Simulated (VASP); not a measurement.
Crystal: C.

```xyz
2
Lattice="0.0000 1.7834 1.7834 1.7834 0.0000 1.7834 1.7834 1.7834 0.0000" Properties=species:S:1:pos:R:3 pbc="T T T"
C     2.6751    2.6751    2.6751
C     1.7834    1.7834    1.7834
```

This isn't the form of C at room conditions, which is graphite.

A sound run:

* Program: VASP 6.6.1
* Task: dielectric tensor
* Functional: LDA
* Potentials or basis: VASP PAW LDA potentials, release 64 (C)
* Cutoff: 800 eV
* k mesh: 12 × 12 × 12
* Occupations: gaussian, width 0.01 eV
* Spin: no spin polarisation

It gives band gap on the k mesh 4.12 eV, indirect (least direct gap 5.54 eV).

Task: What do these careless settings give instead: cutoff 650 eV in place of 800 eV; k mesh 4 × 4 × 4 in place of 12 × 12 × 12?

Result: Band gap on the k mesh 4.40 eV, indirect (least direct gap 5.53 eV). The run converged, but these numbers show the error of the settings and aren't properties of the crystal.
